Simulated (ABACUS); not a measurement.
# Cr (P6_3/mmc) in ABACUS: settings compared

One crystal, Cr, is run at these levels: LDA, PBE, PBEsol, AM05; tasks: relaxation of cell and atoms.

All numbers are computed with ABACUS 3.10.1; they aren't measurements. Logs are shortened: lines on timing, memory, paths and dates and some standing lists are left out, and cuts for length are marked.

**1. The structure**

It takes space group P6_3/mmc (No. 194, hexagonal). The conventional cell has a = 2.714 Å, b = 2.714 Å, c = 4.410 Å, α = 90.00°, β = 90.00°, γ = 120.00°. Cr (site symmetry -6m2) is surrounded by 12 Cr at 2.71 Å.

This isn't the form of Cr at room conditions, which is bcc.

**2. Relaxation of cell and atoms, LDA, collinear spin, ferromagnetic start, target pressure -2 GPa, at which the enthalpy is minimised**

File INPUT:

```
INPUT_PARAMETERS
suffix              Cr
calculation         cell-relax
basis_type          pw
pseudo_dir          ./
symmetry            1
dft_functional      pz
ecutwfc             95
pseudo_rcut         7
nspin               2
nbands              21
ks_solver           dav
smearing_method     fd
smearing_sigma      0.00367493
scf_thr             1e-08
scf_nmax            100
mixing_type         broyden
mixing_beta         0.4
cal_force           1
cal_stress          1
relax_nmax          60
force_thr_ev        0.01
relax_method        cg
out_stru            1
stress_thr          0.5
press1              -20
press2              -20
press3              -20
kpar                4
```

File STRU:

```
ATOMIC_SPECIES
Cr 51.9961 Cr_ONCV_PBE-1.2.upf

LATTICE_CONSTANT
1.8897261246

LATTICE_VECTORS
2.7140000000 0.0000000000 0.0000000000
-1.3570000000 2.3503929459 0.0000000000
0.0000000000 0.0000000000 4.4100000000

ATOMIC_POSITIONS
Direct

Cr
0.0
2
0.6666666667 0.3333333333 0.7500000000 1 1 1 mag 3
0.3333333333 0.6666666667 0.2500000000 1 1 1 mag 3
```

File KPT:

```
K_POINTS
0
Gamma
8 8 4 0 0 0
```

Potentials or basis: SG15 ONCV 1.2 PBE, plane waves.

Started as:

```
> OMP_NUM_THREADS=1 mpirun -np 4 abacus > log
```

running log:

```text
ABACUS v3.10.1

               Atomic-orbital Based Ab-initio Computation at UStc

 ------------------------------------------------------------------------------------

 READING GENERAL INFORMATION
                           global_out_dir = OUT.Cr/
                           global_in_card = INPUT
                               pseudo_dir = ./
                              orbital_dir =
                                    DSIZE = 4
                                    GSIZE = 1

 READING UNITCELL INFORMATION
                                    ntype = 1
                  lattice constant (Bohr) = 1.88973
              lattice constant (Angstrom) = 1

 READING ATOM TYPE 1
                               atom label = Cr
                      L=0, number of zeta = 1
                      L=1, number of zeta = 1
                      L=2, number of zeta = 1
             number of atom for this type = 2
               magnetization of element 1 = 3

                        TOTAL ATOM NUMBER = 2
DIRECT COORDINATES
    atom                   x                   y                   z     mag                  vx                  vy                  vz
taud_Cr1            0.6666666667        0.3333333333        0.7500000000  3.0000        0.0000000000        0.0000000000        0.0000000000
taud_Cr2            0.3333333333        0.6666666667        0.2500000000  3.0000        0.0000000000        0.0000000000        0.0000000000

                          Volume (Bohr^3) = 189.839
                             Volume (A^3) = 28.1312

 Lattice vectors: (Cartesian coordinate: in unit of a_0)
               +2.714                  +0                  +0
               -1.357            +2.35039                  +0
                   +0                  +0               +4.41
 Reciprocal vectors: (Cartesian coordinate: in unit of 2 pi/a_0)
             +0.36846            +0.21273                  -0
                   -0           +0.425461                  -0
                   +0                  -0           +0.226757
 The esolver type has been set to : ksdft_pw

                PAO radial cut off (Bohr) = 7

 Read in pseudopotential file is Cr_ONCV_PBE-1.2.upf
                     pseudopotential type = NC
          exchange-correlation functional = PBE
                 nonlocal core correction = 0
                        valence electrons = 14
                                     lmax = 2
                           number of zeta = 0
                     number of projectors = 6
                           L of projector = 0
                           L of projector = 0
                           L of projector = 1
                           L of projector = 1
                           L of projector = 2
                           L of projector = 2
 XC functional updated to : pz
          exchange-correlation functional = PZ
     initial pseudo atomic orbital number = 0
 The readin total magnetization is 6

 SETUP THE ELECTRONS NUMBER
            electron number of element Cr = 14
      total electron number of element Cr = 28
            AUTOSET number of electrons:  = 28
                           occupied bands = 14
                                   NBANDS = 21
                                   NLOCAL = 18

%%%%%%%%%%%%%%%%%%%%%%%%%%%%%%%%%%%%%%%%%%%%%%%%%%%%%%%%%%%%%%%%%%%%%%%%%%%%%%%%%%%%%%%%%%%%%%%%%%%%%%%%%%
 Warning: the number of valence electrons in pseudopotential > 6 for Cr: [Ar] 3d5 4s1
 Pseudopotentials with additional electrons can yield (more) accurate outcomes, but may be less efficient.
 If you're confident that your chosen pseudopotential is appropriate, you can safely ignore this warning.
%%%%%%%%%%%%%%%%%%%%%%%%%%%%%%%%%%%%%%%%%%%%%%%%%%%%%%%%%%%%%%%%%%%%%%%%%%%%%%%%%%%%%%%%%%%%%%%%%%%%%%%%%%

 SETUP THE PLANE WAVE BASIS
 energy cutoff for charge/potential (unit:Ry) = 380
            fft grid for charge/potential = [ 32, 32, 54 ]
                        fft grid division = [ 1, 1, 1 ]
        big fft grid for charge/potential = [ 32, 32, 54 ]
                                     nbxx = 55296
                                     nrxx = 55296

 SETUP PLANE WAVES FOR CHARGE/POTENTIAL
                    number of plane waves = 23739
                         number of sticks = 685

 PARALLEL PW FOR CHARGE/POTENTIAL
     PROC   COLUMNS(POT)             PW
        1            685          23739
 --------------- sum -------------------
        1            685          23739
                            number of |g| = 1174
                                  max |g| = 34.3422
                                  min |g| = 0

----------- Double Check Mixing Parameters Begin ------------
mixing_type: broyden
mixing_beta: 0.4
mixing_gg0: 1
mixing_gg0_min: 0.1
mixing_beta_mag: 1.6
mixing_gg0_mag: 0
mixing_ndim: 8
----------- Double Check Mixing Parameters End ------------

 LATTICE VECTORS: (CARTESIAN COORDINATE: IN UNIT OF A0)
               +2.714                  +0                  +0
               -1.357            +2.35039                  +0
                   +0                  +0               +4.41
                       right hand lattice = 1
                                   NORM_A = 2.714
                                   NORM_B = 2.714
                                   NORM_C = 4.41
                           ALPHA (DEGREE) = 90
                           BETA  (DEGREE) = 90
                           GAMMA (DEGREE) = 120

 The lattice vectors have been changed (STRU_SIMPLE.cif)

(for optimal symmetric configuration:)
                             BRAVAIS TYPE = 4
                     BRAVAIS LATTICE NAME = 04. Hexagonal cell
                                    ibrav = 4
                                    IBRAV = 4
                                  BRAVAIS = HEXAGONAL CELL
                       LATTICE CONSTANT A = 2.714
                                C/A RATIO = 1.62491
Original cell was already a primitive cell.
                        ROTATION MATRICES = 24
              PURE POINT GROUP OPERATIONS = 12
                   SPACE GROUP OPERATIONS = 24
                                       C2 = 3
                                       C3 = 2
                                       C4 = 0
                                       C6 = 0
                                       S1 = 3
                                       S3 = 0
                                       S4 = 0
                                       S6 = 2
                              POINT GROUP = D_3d
                                       C2 = 7
                                       C3 = 2
                                       C4 = 0
                                       C6 = 2
                                       S1 = 7
                                       S3 = 2
                                       S4 = 0
                                       S6 = 2
               POINT GROUP IN SPACE GROUP = D_6h

 SETUP K-POINTS
                                    nspin = 2
                   Input type of k points = Monkhorst-Pack(Gamma)
                                   nkstot = 256
                       right hand lattice = 1
(for reciprocal lattice: )
                             BRAVAIS TYPE = 4
                     BRAVAIS LATTICE NAME = 04. Hexagonal cell
                                    ibrav = 4
                       right hand lattice = 1
(for k-lattice: )
                             BRAVAIS TYPE = 4
                     BRAVAIS LATTICE NAME = 04. Hexagonal cell
                                    ibrav = 4
                       right hand lattice = 1
                        ROTATION MATRICES = 24
                               nkstot_ibz = 30
K-POINTS REDUCTION ACCORDING TO SYMMETRY
     IBZ    DIRECT_X    DIRECT_Y    DIRECT_Z  WEIGHT  ibz2bz
       1  0.00000000  0.00000000  0.00000000  0.0039       0
       2 -0.12500000  0.12500000  0.00000000  0.0234       1
       3 -0.25000000  0.25000000  0.00000000  0.0234       2
       4 -0.37500000  0.37500000  0.00000000  0.0234       3
       5  0.50000000  0.50000000  0.00000000  0.0117       4
       6 -0.12500000  0.25000000  0.00000000  0.0234       9
[... 22 lines left out ...]
      29  0.50000000  0.25000000  0.50000000  0.0234     146
      30  0.37500000  0.37500000  0.50000000  0.0234     147

                               nkstot now = 30
[... K-POINTS DIRECT COORDINATES: 30 rows ...]

           k-point number in this process = 8
       minimum distributed K point number = 7
[... stars of the k points ...]
                             nks(nspin=2) = 16
                          nkstot(nspin=2) = 60

[... K-POINTS CARTESIAN COORDINATES: 16 rows ...]

[... K-POINTS DIRECT COORDINATES: 16 rows ...]

 SETUP PLANE WAVES FOR WAVE FUNCTIONS
     energy cutoff for wavefunc (unit:Ry) = 95
              fft grid for wave functions = [ 32, 32, 54 ]
                    number of plane waves = 4247
                         number of sticks = 211

 PARALLEL PW FOR WAVE FUNCTIONS
     PROC   COLUMNS(POT)             PW
        1            211           4247
 --------------- sum -------------------
        1            211           4247

 SETUP NONLOCAL PSEUDOPOTENTIALS IN PLANE WAVE BASIS
 Cr non-local projectors:
 projector 1 L=0
 projector 2 L=0
 projector 3 L=1
 projector 4 L=1
 projector 5 L=2
 projector 6 L=2
      TOTAL NUMBER OF NONLOCAL PROJECTORS = 36

 Init Non-Local PseudoPotential table :
 Init Non-Local-Pseudopotential done.

                                     npwx = 2990

 -------------------------------------------
 STEP OF RELAXATION : 1
 -------------------------------------------
                                 init_chg = atomic

 PW ALGORITHM --------------- ION=   1  ELEC=   1--------------------------------
          total magnetism (Bohr mag/cell) = 3.63539
       absolute magnetism (Bohr mag/cell) = 3.63596
                        nelec for spin up = 15.8177
                      nelec for spin down = 12.1823

 Density error is 0.36857586012
                          Error Threshold = 0.01
----------------------------------------------------------
     Energy           Rydberg                 eV
----------------------------------------------------------
 E_KohnSham     -334.3627286313      -4549.2383082137
 E_Harris       -341.3497525587      -4644.3016456884
 E_Fermi        1.2544545467         17.0677297168
----------------------------------------------------------
[... 778 lines left out ...]
 Largest gradient in force is 0.000000 eV/A.
 Threshold is 0.010000 eV/A.

 Largest gradient in stress is 43.563161 kbar.
 Threshold is 0.500000 kbar.

 Relaxation is not converged yet!
Too many Brent steps, let's do next CG step
DIRECT COORDINATES
    atom                   x                   y                   z     mag                  vx                  vy                  vz
taud_Cr1            0.6666666667        0.3333333333        0.7500000000  3.0000        0.0000000000        0.0000000000        0.0000000000
taud_Cr2            0.3333333333        0.6666666667        0.2500000000  3.0000        0.0000000000        0.0000000000        0.0000000000

                          Volume (Bohr^3) = 149.225135
                             Volume (A^3) = 22.112857

 Lattice vectors: (Cartesian coordinate: in unit of a_0)
            +2.390150           +0.000000           +0.000000
            -1.195075           +2.069931           -0.000000
            -0.000000           +0.000000           +4.469556
 Reciprocal vectors: (Cartesian coordinate: in unit of 2 pi/a_0)
            +0.418384           +0.241554           -0.000000
            -0.000000           +0.483108           -0.000000
            -0.000000           +0.000000           +0.223736
[... 1030 lines left out ...]
 Largest gradient in force is 0.000000 eV/A.
 Threshold is 0.010000 eV/A.

 Largest gradient in stress is 0.411120 kbar.
 Threshold is 0.500000 kbar.

 Relaxation is converged!

 --------------------------------------------
 !FINAL_ETOT_IS -4551.5830934880787026 eV
 --------------------------------------------
```

Wall time 84 s (4 MPI ranks of Intel Xeon 6975P-C (Granite Rapids), shared host); peak memory 0.44 GiB.

Results:

- Free energy: -4551.5831 eV
- Relaxed volume: 11.19 Å³/atom
- Relaxed cell: a = 2.431 Å, b = 2.431 Å, c = 4.370 Å, α = 90.00°, β = 90.00°, γ = 120.00°
- Space group after relaxing (to 0.05 Å): P6_3/mmc (No. 194)
- Energy change on relaxing (the enthalpy is what falls): -513.2 meV/atom
- Ionic steps: 16
- Pressure after relaxing: -2.0 GPa
- Band gap on the k mesh: none (metal or under the smearing width)
- Net moment: 0.00 μB per cell
- Absolute moment: 0.00 μB per cell

Step by step:
```tsv
step	energy change (eV)	largest force (eV/Å)	pressure (GPa)	volume (Å³)
1	0.0000	0.0000	-40.22	28.13
2	1.4040	0.0000	163.70	16.20
3	-0.9409	0.0000	-4.43	22.54
4	-0.9456	0.0000	-2.25	22.36
5	-1.0034	0.0000	-1.54	22.30
6	-0.8403	0.0000	7.77	21.94
7	-1.0249	0.0000	-0.62	22.25
8	-0.9942	0.0000	2.46	22.11
9	-1.0176	0.0000	-6.09	22.72
10	-1.0204	0.0000	-3.93	22.55
11	-1.0268	0.0000	-0.84	22.28
12	-1.0268	0.0000	-0.89	22.29
13	-1.0264	0.0000	-1.94	22.36
14	-1.0266	0.0000	-1.76	22.35
15	-1.0263	0.0000	-2.10	22.38
16	-1.0264	0.0000	-1.98	22.37
```

Final structure:
```
Cr
1.0
     2.43140    0.00000    0.00000
    -1.21570    2.10565    0.00000
     0.00000    0.00000    4.36952
Cr
2
Direct
  0.66667 0.33333 0.75000
  0.33333 0.66667 0.25000
```

Caveat: the volume moved by over 15 % at a fixed basis, so the end points are rough; the starting moments collapsed, and a magnetic state may lie lower; the potentials were made for another functional, which shifts forces and pressure.

[end of part 1 of 2]
